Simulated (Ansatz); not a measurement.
Input and command of a plane-wave DFT calculation in Ansatz:

```yaml
crystal:
  lattice:
    - [0.0, 1.7353000891, 1.7353000891]
    - [1.7353000891, 0.0, 1.7353000891]
    - [1.7353000891, 1.7353000891, 0.0]
  atoms:
    - { symbol: Cr, position: [0.0, 0.0, 0.0] }
basis:
  ecutwfc: 420
kpoints:
  mp_grid: { grid: [20, 20, 20] }
hamiltonian:
  xc: pbe
scf:
  occupations: { method: gaussian, width: 0.1 }
output:
  forces: true
  stress: true
  eigenvalues: true
```

```bash
ansatz run input.yaml --threads 1 --pin off --max-ram 2560MiB --backend cpu --events-out ev --progress --plain --runs-dir out
```

Processor: Arm Neoverse V1, 1 thread, on a host shared with other jobs.

Q: Estimate time, memory and problem size.

A: About 2.1 s on 1 thread of Arm Neoverse V1 (shared host), peak memory 0.29 GiB. It solves 11 bands at 256 k points (the mesh reduced by the symmetry that the task leaves, which can be less than the crystal's) with about 181 plane waves, in 6 SCF iterations.
